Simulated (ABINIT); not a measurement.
Ge:

```xyz
2
Lattice="0.0000 2.8289 2.8289 2.8289 0.0000 2.8289 2.8289 2.8289 0.0000" Properties=species:S:1:pos:R:3 pbc="T T T"
Ge    4.2434    4.2434    4.2434
Ge    2.8289    2.8289    2.8289
```

| Property | Result |
| --- | --- |
| Program | ABINIT 10.8.3 (patched build) |
| Task | relaxation of cell and atoms |
| Functional | PBE |
| Potentials or basis | SPMS NC PBE v1.0 |
| Cutoff | 762 eV |
| k mesh | 6 × 6 × 6 |
| Occupations | fermi-dirac, width 0.05 eV |
| Spin | no spin polarisation |

At the start: pressure 3.8 GPa; volume 22.64 Å³/atom.

Problem. Where does the relaxation end?

Solution. Over 4 steps the energy falls by 15.4 meV/atom and the volume is 23.99 Å³/atom (+6.0 %); space group Fd-3m (No. 227, to 0.05 Å).

The path:
```
step  energy change (eV)  largest force (eV/Å)  pressure (GPa)  volume (Å³)
   1              0.0000                0.0000            3.79        45.28
   2             -0.0112                0.0000            3.00        45.81
   3             -0.0309                0.0000            0.03        47.97
   4             -0.0309                0.0000            0.00        47.99
```

Final structure:
```
Ge
1.0
     0.00000    2.88430    2.88430
     2.88430    0.00000    2.88430
     2.88430    2.88430    0.00000
Ge
2
Direct
  0.75000 0.75000 0.75000
  0.50000 0.50000 0.50000
```

The cell as given is a measured one (22.64 Å³/atom); PBE puts the equilibrium volume +6.0 % from it, thermal expansion not counted.
